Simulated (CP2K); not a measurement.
Crystal: SnTe.

```xyz
2
Lattice="5.1069 0.0000 0.0000 2.5535 4.4227 0.0000 2.5535 1.4742 4.1698" Properties=species:S:1:pos:R:3 pbc="T T T"
Te    2.5535    1.4742    1.0424
Sn    0.0000    0.0000    0.0000
```

Measurements of this composition are mostly on another form, of space group No. 225.

Base run:

- Program: CP2K 2026.2
- Functional: TASK
- Potentials or basis: POTENTIAL_UZH Te GTH-SCAN-q6, Sn GTH-SCAN-q4; TZVP-MOLOPT-SCAN-GTH basis
- Density cutoff: 9184 eV
- k mesh: 7 × 7 × 7
- Occupations: fermi-dirac, width 0.05 eV
- Spin: no spin polarisation

Its results: band gap on the k mesh 0.83 eV, indirect (least direct gap 1.33 eV); pressure 1.2 GPa.

Q: The run is repeated on the same cell with these changes: functional from TASK to SCAN; eps_default from 1.0E-10 to 1.0E-9. What comes out?

A: Band gap on the k mesh 0.40 eV, indirect (least direct gap 0.90 eV); pressure -0.9 GPa.

Caveats: spin-orbit coupling is left out, which moves the levels of the heavy elements; the mesh misses the band edges, which the band path finds closer together; the basis of atomic orbitals isn't converged, which shifts pressures, moduli and gaps; the potentials were made for another functional, which shifts forces and pressure (some runs).
